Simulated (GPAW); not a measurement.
Runs of GPAW 26.7.0 on MnS. It takes space group Fm-3m (No. 225, cubic). Conventional cell: a = 5.209 Å, b = 5.209 Å, c = 5.209 Å, α = 90.00°, β = 90.00°, γ = 90.00°. Around Mn (site symmetry m-3m) lie 6 S at 2.60 Å. Around S (site symmetry m-3m) lie 6 Mn at 2.60 Å. 

```csv
task,level,potentials or basis,k mesh,cutoff (eV),maxiter,band path,band points,data set,other keys,pressure (GPa),moment (μB)
band structure,C09-vdW,"GPAW PAW data sets (gpaw-data 1.2.1), pw",7 × 7 × 7,600,150,"GXWKGLUWLK,UX",100,-,-,-,4.63
band structure,r2SCAN,"GPAW PAW data sets (gpaw-data 1.2.1), pw",7 × 7 × 7,600,150,"GXWKGLUWLK,UX",60,-,-,(a),4.96
band structure,LDA,"PAW data sets generated in the run's folder for this functional, pw",7 × 7 × 7,600,150,"GXWKGLUWLK,UX",80,-,-,-11.4,(b)
single point,PBE,"GPAW PAW data sets (gpaw-data 1.2.1), pw",14 × 14 × 14,600,50,-,-,-,"several, not listed",-3.4,4.66
```

Alike in all rows: spin collinear, ferromagnetic start; cell as given; smearing fermi-dirac 0.05 eV.

Problem. Estimate the missing entries.

Solution. (a) 0.9; (b) 4.56.

Caveats: a cell with one magnetic atom can't hold antiferromagnetic order, which such compounds often take; the PAW data sets were made with another functional, which shifts forces and pressure a little (some runs).
